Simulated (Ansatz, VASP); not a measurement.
# One calculation of WC, two programs

```
W C
1.0
     2.87120    0.00000    0.00000
    -1.43560    2.48653    0.00000
     0.00000    0.00000    2.80042
W C
1 1
Direct
  0.00000 0.00000 0.00000
  0.66667 0.33333 0.50000
```

Change from the starting cell: volume scaled by 0.97, PAW files.

Alike in both runs: task electric field gradients; functional PBEsol; k mesh 13 × 13 × 12; occupations fermi-dirac, width 0.05 eV; no spin polarisation.

```csv
,VASP,Ansatz
version,VASP 6.6.1,Ansatz 0.2.0
potentials or method,"VASP PAW PBE potentials, release 64 (W_sv, C)","PAW with Ansatz's default frozen-core files, scalar-relativistic"
plane-wave cutoff (eV),520,420
valence electrons in the cell,18,18
```

```csv
,VASP,Ansatz,Ansatz less VASP
pressure (GPa),13.9,12.4,-1.49
largest component of the traceless stress (GPa),1.26,1.00,-0.265
Vzz of the field gradient on the site that differs most (V/Å²),-160.2,-156.1,+4.14
```

The functional is the same, so the differences come from potentials, cutoffs and numerics. Ansatz warned: «gradients_without_spin_orbit».

Caveats: the PAW data sets were made with another functional, which shifts forces and pressure a little (VASP). The runs have no spin-orbit coupling, so splittings on W are missing.
